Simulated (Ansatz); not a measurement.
Input and output of a single-point calculation on a 2-atom cell of AlP started from a crystallographic database (the PAW code Ansatz, Hartree-Fock). The geometry is the r2SCAN minimum.

Input (YAML):
```yaml
crystal:
  lattice:
    - [0.0, 2.7392607961, 2.7392607961]
    - [2.7392607961, 0.0, 2.7392607961]
    - [2.7392607961, 2.7392607961, 0.0]
  atoms:
    - { symbol: Al, position: [0.0, 0.0, 0.0] }
    - { symbol: P, position: [0.25, 0.25, 0.25] }
kpoints:
  mp_grid: { grid: [6, 6, 6] }
  band_path:
    path:
      - [0.0, 0.0, 0.0]
      - [-0.5, -0.5, 0.0]
      - [-0.375, -0.375, 0.25]
      - [-0.375, 0.0, 0.375]
      - [0.0, 0.0, 0.5]
      - [-0.5, -0.25, 0.25]
      - [0.0, 0.5, 0.5]
    npoints: 1
hamiltonian:
  xc: hf
scf:
  occupations: { method: fixed }
  n_extra_bands: 4
output:
  forces: true
  stress: true
  eigenvalues: true
```

Command: `ansatz run input.yaml --threads 2 --pin off --max-ram 2211MiB --backend cpu --events-out ev --progress --plain --runs-dir out`.

Task: Predict the output.

Result: The output, standing remarks left out:
```
scf.n_extra_bands = 4 over 4 filled bands (N_el = 8.0): the run solves 8 bands
Functional definition: HF
Crystal: 2 atoms, lattice volume = 41.108 Å³
Basis set: ecut = 420 eV, 821 PW (Γ)
Symmetry: 24 space group operations
Space group: F-43m (ITA 216)
k-points: 16 of 216 (time reversal used)
[warm-up without exact exchange]
SCF iter   1: HF=-1264.860350 eV  Δρ=3.24e-3  dr2=6.46e-3
SCF iter   2: HF=-1264.858980 eV  Δρ=1.11e-3  dr2=5.06e-4
SCF iter   3: HF=-1264.858987 eV  Δρ=3.45e-4  dr2=4.35e-5
SCF 1 stopped early in 3 iterations: F = -1264.859007 eV  dr2 = 4.35e-5
[exact exchange on]
SCF iter   1: HF=-1270.510929 eV  Δρ=7.11e-3  dr2=1.75e-2
preconditioner: auto → none  [insulator: Δε(μ)=7.280 eV  ℏωp=16.4 eV]
SCF iter   2: HF=-1270.497276 eV  Δρ=3.12e-3  dr2=3.88e-2
SCF iter   3: HF=-1270.603519 eV  Δρ=2.81e-3  dr2=8.41e-3
SCF iter   4: HF=-1270.617122 eV  Δρ=1.55e-3  dr2=1.92e-3
SCF iter   5: HF=-1270.619630 eV  Δρ=3.65e-4  dr2=1.72e-4
SCF 2 stopped early in 5 iterations: F = -1270.619536 eV  dr2 = 1.72e-4
hybrid outer 1: dexx = +2.109e-1 eV, tail = 6.57e-4 eV
SCF iter   1: HF=-1270.620758 eV  Δρ=1.08e-4  dr2=3.40e-6
SCF iter   2: HF=-1270.620770 eV  Δρ=6.05e-5  dr2=7.87e-7
SCF iter   3: HF=-1270.620771 eV  Δρ=1.38e-5  dr2=8.57e-8
SCF iter   4: HF=-1270.620771 eV  Δρ=3.89e-6  dr2=8.08e-9
SCF 3 converged in 4 iterations: F = -1270.620771 eV  dr2 = 8.08e-9
hybrid outer 2: dexx = +2.112e-5 eV, tail = 1.17e-6 eV, Δε = 8.04e-3 eV
SCF iter   1: HF=-1270.620781 eV  Δρ=1.09e-5  dr2=1.76e-8
SCF iter   2: HF=-1270.620781 eV  Δρ=6.84e-6  dr2=9.04e-9
SCF 4 converged in 2 iterations: F = -1270.620781 eV  dr2 = 9.04e-9
hybrid outer 3: dexx = +9.895e-8 eV, tail = 2.60e-8 eV, Δε = 4.16e-4 eV, ΔF = 3.70e-17 eV/Å
NSCF: frozen V_eff on 7 k-points
Free energy (F): -1270.620781 eV
Fermi energy:    2.672436 eV
--- Per-component energies (eV) ---
  E_band       = -27.780424
  E_kinetic    = 95.010244
  E_local      = -82.538079
  E_nonlocal   = 42.077750
  E_hartree    = 26.253125
  E_xc         = 0.000000
  E_vxc        = 0.000000
  E_exx        = -61.322011
  E_paw        = -1053.260981
  E_vpaw       = -12.192663
  E_ewald      = -236.479949
  E_core_change = -0.360880
--- Stress (GPa, compression-positive) ---
        3.293992       0.000000       0.000000
        0.000000       3.293992       0.000000
        0.000000       0.000000       3.293992
  P = ⅓ Tr σ = 3.2940 GPa (32.940 kbar)
```
Only the leading digits can be foreseen; the rest is this run's record.

Levels at the listed points, from bands.tsv (eV from the Fermi energy, bands near the gap, counted from 0):
```tsv
# k_distance	band_0	band_1	band_2	band_3	band_4	band_5	band_6	band_7
# fermi_ev = 2.672436
# [0, 0, 0] at k_distance = 0.000000
# [-0.5, -0.5, 0] at k_distance = 1.146876
# [-0.375, -0.375, 0.25] at k_distance = 1.552358
# [-0.375, 0, 0.375] at k_distance = 2.254673
# [0, 0, 0.5] at k_distance = 2.956989
# [-0.5, -0.25, 0.25] at k_distance = 3.767952
# [0, 0.5, 0.5] at k_distance = 5.050199
# levels_relative_to = fermi_ev
0.000	-16.322	0.000	0.000	0.000	10.473	11.700	11.700	11.700
1.147	-13.094	-7.294	-2.845	-2.845	7.840	8.975	19.860	19.860
1.552	-13.140	-6.882	-4.482	-2.322	8.913	12.196	16.561	16.861
2.255	-13.140	-6.882	-4.482	-2.322	8.913	12.196	16.561	16.861
2.957	-14.014	-7.567	-1.032	-1.032	9.609	11.933	11.933	15.797
3.768	-13.029	-6.733	-4.189	-3.589	11.022	13.234	13.713	14.052
5.050	-13.094	-7.294	-2.845	-2.845	7.840	8.975	19.860	19.860
```
In order the rows are Γ, X, U, K, L, W, X.

With Hartree-Fock the valence top lies at Γ and the conduction bottom at X, 7.84 eV higher; the smallest vertical gap, at Γ, is 10.47 eV. Edges are sought over the mesh and the listed points. At this geometry Hartree-Fock finds +3.3 GPa, compression counted positive: its own equilibrium volume is larger. The stress of a hybrid is loosely converged here.

Spin-unpolarised throughout; all numbers are computed.

The meshes of the hybrids are coarse, so their gaps aren't converged to the digits shown.
